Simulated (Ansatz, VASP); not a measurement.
# NiI2 in two plane-wave programs, part 3 of 3

Wanted: the spread between two codes on one cell, functional and k mesh.

VASP 6.6.1 and Ansatz 0.2.0.

So far. Step 3 (Ansatz: single point, PBEsol, DFT+U): The run ends at a pressure of -1.55 GPa, with forces up to 0.18 eV/Å.

### Step 6. Ansatz: band structure, LDA

Level of this step: Ansatz beside VASP: Kohn-Sham DFT, plane waves, LDA (Ansatz).

The same cell, functional (in two slightly different forms), mesh and smearing now go to Ansatz, which takes its cutoff from its data sets.

Input file input.yaml:

```yaml
crystal:
  lattice:
    - [1.9774933459, 1.1417063156, 7.0080800054]
    - [-1.9774933459, 1.1417063156, 7.0080800054]
    - [0.0, -2.2834126311, 7.0080800054]
  atoms:
    - { symbol: Ni, position: [0.0, 0.0, 0.0], spin: 1.43 }
    - { symbol: I, position: [0.26046155, 0.26046155, 0.26046155], spin: 0.19 }
    - { symbol: I, position: [0.73953845, 0.73953845, 0.73953845], spin: 0.19 }
hamiltonian:
  xc: lda
  pseudopotentials: { kind: paw }
magnetization:
  spin_polarized: true
kpoints:
  mp_grid: { grid: [4, 4, 4] }
  band_path:
    path:
      - [0.0, 0.0, 0.0]
      - [0.13333, 0.0, 0.0]
      - [0.3, 0.0, 0.0]
      - [0.46667, 0.0, 0.0]
      - [0.5, 0.03687, -0.03687]
      - [0.5, 0.09833, -0.09833]
      - [0.5, 0.15978, -0.15978]
      - [0.77355, 0.5, 0.22645]
      - [0.66834, 0.5, 0.33166]
      - [0.56313, 0.5, 0.43687]
      - [0.46667, 0.46667, 0.46667]
      - [0.3, 0.3, 0.3]
      - [0.13333, 0.13333, 0.13333]
      - [0.0, 0.0, 0.0]
      - [0.11406, 0.0, -0.11406]
      - [0.20531, 0.0, -0.20531]
      - [0.31937, 0.0, -0.31937]
      - [0.62626, 0.37374, 0.0]
      - [0.57365, 0.42635, 0.0]
      - [0.52104, 0.47896, 0.0]
      - [0.52104, 0.52104, 0.02458]
      - [0.57365, 0.57365, 0.08603]
      - [0.62626, 0.62626, 0.14749]
      - [0.6473, 0.6473, 0.2054]
      - [0.59469, 0.59469, 0.31062]
      - [0.54209, 0.54209, 0.41583]
      - [0.5, 0.0, 0.0]
      - [0.60521, 0.11406, 0.11406]
      - [0.71043, 0.22812, 0.22812]
      - [0.81564, 0.34218, 0.34218]
    npoints: 1
scf:
  occupations: { method: gaussian, width: 0.02 }
  n_extra_bands: 9
output:
  forces: true
  stress: true
  eigenvalues: true
```

The run is started by

```
$ ansatz run input.yaml --threads 4 --pin off --max-ram 9216MiB --backend cpu --events-out ev --progress --plain --runs-dir out
```

Numbers of over 12 decimals in the logs are rounded to 6 here.

Log:

```text
[...]
k-point 1 ↑: bands = [... 22 lower, 5.0573, 5.4345, 5.5809, 6.2099, 6.7008, 10.7081, 11.9358, 13.4358, ... 5 higher]
  k-point 2 ↑: bands = [... 22 lower, 4.8572, 5.0831, 5.1752, 6.2458, 6.6312, 9.8710, 11.6001, 13.0359, ... 5 higher]
  k-point 12 ↓: bands = [... 22 lower, 5.9451, 6.0964, 6.0964, 7.7275, 7.7275, 11.3194, 11.4235, 13.2742, ... 5 higher]
[key lines of the parts left out:]
SCF converged after 14 iterations
Magnetization: 1.7500 μB (26.8750 up, 25.1250 down)
Free energy (F): -20485.050281 eV
Fermi energy:    6.856729 eV
P = ⅓ Tr σ = -4.8665 GPa (-48.665 kbar)
```

It took 6.5 s on 4 threads of Arm Neoverse N1, shared host; peak memory 0.41 GiB; 23 s of CPU time.

### Step 7. Comparison

What differs besides the data sets and the points named for the pairs above, as far as they apply: the two LDA forms differ slightly; the data sets hold 52 valence electrons in Ansatz (default PAW (the set named soft_2) files) and 24 in VASP. Total energies have different zeros and are not compared.

The two programs side by side:

| quantity | Ansatz | VASP | difference |
| --- | --- | --- | --- |
| pressure (GPa) | -4.87 | -5.04 | +0.17 |
| total moment (μB) | 1.75 | 1.63 | +0.12 |
| moment on Ni1 (μB) | 1.10 | 1.02 | +0.08 |
| moment on I2 (μB) | 0.20 | 0.20 | +0.01 |
| moment on I3 (μB) | 0.20 | 0.20 | +0.01 |

Forces (eV/Å; atoms numbered as in POSCAR):

| atom | Ansatz x, y, z | VASP x, y, z |
| --- | --- | --- |
| Ni1 | 0.000, 0.000, 0.000 | 0.000, 0.000, 0.000 |
| I2 | 0.000, 0.000, 0.675 | 0.000, 0.000, 0.657 |
| I3 | 0.000, 0.000, -0.675 | 0.000, 0.000, -0.657 |

The forces differ by 8.4 meV/Å r.m.s., which is 2.7 % of the r.m.s. force of 0.31 eV/Å (both taken over all components). Ansatz's pressure holds a Pulay correction of 0.04 GPa; VASP's holds none.

### Step 8. What moves the difference

An all-electron run, which needs no data sets, serves as referee.

| run | difference in total moment (μB) |
| --- | --- |
| as above | 0.12 |
| Ansatz's all-electron LAPW method | 0.12 |

### Step 9. Ansatz: band structure, PBEsol

Levels along a path test the potential and the projectors away from the mesh points.

Changes to input.yaml since step 6:

```diff
@@ -10,3 +10,3 @@
 hamiltonian:
-  xc: lda
+  xc: pbesol
   pseudopotentials: { kind: paw }
```

Log:

```text
[...]
Crystal: 3 atoms, lattice volume = 94.934 Å³
Basis set: ecut = 420 eV, 1895 PW (Γ), FFT grids on a1−a3, a2−a3, a3, exchange–correlation on 54×54×100 points (8 copies of the dense FFT grid, shifted against one another)
Bands: 35, of which v1, the nominal top of the filled ones, is band 26 counted from 1 (25 counted from 0)
[...]
k-point 1 ↑: bands = [... 22 lower, 5.1463, 5.4707, 5.6681, 6.2706, 6.7639, 10.8888, 12.2006, 13.6636, ... 5 higher]
  k-point 2 ↑: bands = [... 22 lower, 4.8320, 5.0627, 5.1730, 6.2653, 6.6825, 10.0462, 11.8176, 13.2762, ... 5 higher]
  k-point 12 ↓: bands = [... 22 lower, 5.9795, 6.3404, 6.3404, 8.0215, 8.0215, 11.5106, 11.6920, 13.4247, ... 5 higher]
[key lines of the parts left out:]
SCF converged after 13 iterations
Magnetization: 2.0000 μB (27.0000 up, 25.0000 down)
Free energy (F): -20669.755694 eV
Fermi energy:    7.093260 eV
P = ⅓ Tr σ = -2.6560 GPa (-26.560 kbar)
```

Wall time 6.6 s (4 threads); peak memory 0.42 GiB.

### Step 10. VASP: band structure, PBEsol

The same cell, functional, mesh and smearing now go to VASP, with its own data sets and cutoff.

Input file INCAR:

```
SYSTEM = NiI2
PREC = Accurate
ENCUT = 400
EDIFF = 1E-06
NELM = 100
ISMEAR = 0
SIGMA = 0.02
LREAL = .FALSE.
ALGO = Normal
GGA = PS
NBANDS = 28
ISPIN = 2
MAGMOM = 1.43 0.19 0.19
LASPH = .TRUE.
LMAXMIX = 4
LORBIT = 11
LWAVE = .FALSE.
LCHARG = .FALSE.
KPAR = 4
```

Input file POSCAR:

```
NiI2
1.0
    1.9774933459      1.1417063156      7.0080800054
   -1.9774933459      1.1417063156      7.0080800054
    0.0000000000     -2.2834126311      7.0080800054
Ni I
1 2
Direct
    0.0000000000      0.0000000000      0.0000000000
    0.2604615500      0.2604615500      0.2604615500
    0.7395384500      0.7395384500      0.7395384500
```

Input file KPOINTS:

```
Automatic mesh
0
Gamma
4 4 4
0 0 0
```

Input file KPOINTS_OPT:

```
Line mode
16
Line-mode
Reciprocal
  0.00000000   0.00000000   0.00000000 GAMMA
  0.50000000   0.00000000   0.00000000 L

  0.50000000   0.00000000   0.00000000 L
  0.50000000   0.18436040  -0.18436040 B1

  0.81563960   0.50000000   0.18436040 B
  0.50000000   0.50000000   0.50000000 Z

  0.50000000   0.50000000   0.50000000 Z
  0.00000000   0.00000000   0.00000000 GAMMA

  0.00000000   0.00000000   0.00000000 GAMMA
  0.34218020   0.00000000  -0.34218020 X

  0.65781980   0.34218020   0.00000000 Q
  0.50000000   0.50000000   0.00000000 F

  0.50000000   0.50000000   0.00000000 F
  0.65781980   0.65781980   0.18436040 P1

  0.65781980   0.65781980   0.18436040 P1
  0.50000000   0.50000000   0.50000000 Z

  0.50000000   0.00000000   0.00000000 L
  0.81563960   0.34218020   0.34218020 P
```

Potentials, in the order of the species: Ni and I (PBE family, release 64).

The run is started by

```
$ mpirun -np 4 vasp_std
```

Log:

```text
[banner, memory and clock lines left out]
running    4 mpi-ranks, on    1 nodes
[...]
[... a notice as in an earlier step ...]

 LDA part: xc-table for (Slater+PW92), standard interpolation
 POSCAR, INCAR and KPOINTS ok, starting setup
[...]
entering main loop
       N       E                     dE             d eps       ncg     rms          rms(c)
DAV:   1     0.128606907994E+03    0.12861E+03   -0.75888E+03  1472   0.597E+02
DAV:   2     0.783233682920E+00   -0.12782E+03   -0.11755E+03  1636   0.158E+02
DAV:   3    -0.103600904041E+02   -0.11143E+02   -0.10978E+02  1788   0.524E+01
DAV:   4    -0.106556768099E+02   -0.29559E+00   -0.29540E+00  1952   0.869E+00
[...]
DAV:  14    -0.986348354997E+01   -0.10833E-04   -0.90404E-06  1672   0.288E-02    0.171E-02
DAV:  15    -0.986348803173E+01   -0.44818E-05   -0.61383E-06  1616   0.145E-02    0.688E-03
DAV:  16    -0.986348873591E+01   -0.70419E-06   -0.43568E-07  1464   0.561E-03
   1 F= -.98634887E+01 E0= -.98634884E+01  d E =-.653445E-06  mag=     2.0000
 Start KPOINTS_OPT (optional k-point list driver)
k-point batch [1-13\144]
       N       E                     dE             ncg
DAV:   1     0.185164947368E+04   -0.12952E+04     1464
DAV:   2     0.168186101190E+03   -0.16835E+04     1624
DAV:   3     0.153488062943E+02   -0.15284E+03     1784
DAV:   4     0.113698212286E+02   -0.39790E+01     1864
DAV:   5     0.113011236730E+02   -0.68698E-01     1792
DAV:   6     0.112980264816E+02   -0.30972E-02     1976
DAV:   7     0.112979318666E+02   -0.94615E-04     1928
DAV:   8     0.112979304249E+02   -0.14417E-05     1352
DAV:   9     0.112979303350E+02   -0.89880E-07     1036
[...]
k-point batch [144-144\144]
       N       E                     dE             ncg
DAV:   1     0.840705893900E+04   -0.52178E+03      112
DAV:   2     0.828556083572E+04   -0.12150E+03      120
DAV:   3     0.827512601163E+04   -0.10435E+02      152
DAV:   4     0.827485623279E+04   -0.26978E+00      152
DAV:   5     0.827485310729E+04   -0.31255E-02      144
DAV:   6     0.827485296201E+04   -0.14528E-03      168
DAV:   7     0.827485295848E+04   -0.35359E-05      156
DAV:   8     0.827485295847E+04   -0.92023E-08      104
```

From OUTCAR (step 10):

```text
  Total       -1.5330437     -1.5330437     -1.7182709      0.0000000     -0.0000000     -0.0000000
  in kB      -25.8729163    -25.8729163    -28.9989634      0.0000000     -0.0000000     -0.0000000
  external PRESSURE =     -26.9149320 kB  Pullay stress =       0.0000000 kB

 POSITION                                       TOTAL-FORCE (eV/Angst)
 -----------------------------------------------------------------------------------
      0.00000      0.00000      0.00000         0.000000      0.000000      0.000000
      0.00000      0.00000      5.47601         0.000000      0.000000      0.477580
      0.00000      0.00000     15.54823         0.000000     -0.000000     -0.477580
 -----------------------------------------------------------------------------------
    total drift:                               -0.000000     -0.000000     -0.000000

  FREE ENERGIE OF THE ION-ELECTRON SYSTEM (eV)
  ---------------------------------------------------
  free  energy   TOTEN  =        -9.8634887359 eV

  energy  without entropy=       -9.8634880825  energy(sigma->0) =       -9.86348841

 magnetization (x)
# of ion       s       p       d       tot
------------------------------------------
    1       -0.003  -0.005   1.237   1.230
    2        0.013   0.242   0.001   0.256
    3        0.013   0.242   0.001   0.256
--------------------------------------------------
tot          0.022   0.480   1.240   1.743

[... 2 parts as in an earlier step ...]

[... 1 further part left out ...]
[key lines of the parts left out:]
E-fermi :   3.9880
```

Direct gaps are counted within one spin. The valence top and the conduction bottom belong to opposite spins. At this level the cell is under a tension of 2.7 GPa, so at these settings it is away from equilibrium.

### Step 11. Differences

Compared:

| quantity | Ansatz | VASP | difference |
| --- | --- | --- | --- |
| pressure (GPa) | -2.66 | -2.69 | +0.04 |
| total moment (μB) | 2.00 | 2.00 | 0.00 |
| moment on Ni1 (μB) | 1.26 | 1.23 | +0.03 |
| moment on I2 (μB) | 0.24 | 0.26 | -0.02 |
| moment on I3 (μB) | 0.24 | 0.26 | -0.02 |

Forces (eV/Å; atoms numbered as in POSCAR):

| atom | Ansatz x, y, z | VASP x, y, z |
| --- | --- | --- |
| Ni1 | 0.000, 0.000, 0.000 | 0.000, 0.000, 0.000 |
| I2 | 0.000, 0.000, 0.484 | 0.000, 0.000, 0.478 |
| I3 | 0.000, 0.000, -0.484 | 0.000, 0.000, -0.478 |

The forces differ by 3.1 meV/Å r.m.s., which is 1.4 % of the r.m.s. force of 0.23 eV/Å (both taken over all components). Ansatz's pressure holds a Pulay correction of 0.03 GPa; VASP's holds none.

### Step 12. Summary of results

* difference in moment on Ni1 (single point, PBEsol, DFT+U): -0.035 μB
* difference in total moment (band structure, LDA): 0.12 μB
* r.m.s. force difference (band structure, LDA): 2.7 % of the r.m.s. force
* difference in moment on Ni1 (band structure, PBEsol): 0.028 μB

In words: The r.m.s. force difference is 2.7 % of the r.m.s. force (band structure, LDA), within the 3 % picked in this series as the mark of a large difference. For band structure, LDA: no further run halves the difference in total moment; only Ansatz's side was varied. The all-electron run, which needs no data set, lies 0.12 μB from VASP and 1.0e-5 μB from Ansatz's PAW result, so it sides with Ansatz. 1 further run on this material is not shown. How closely two codes agree says nothing of how well the functional describes the real material.

[Lines on the potential files, build, host, timing and source positions are cut from VASP's logs without a mark.]

[Logs are printed without paths, hosts, clocks, repeated set-up lines and the standing remarks that a program may print on its own settings, such as how far it seeks lower states.]

[Hosts, paths, dates, database ids (printed as entryN), source tags and the programs' standing remarks are cut or masked in the printed files.]
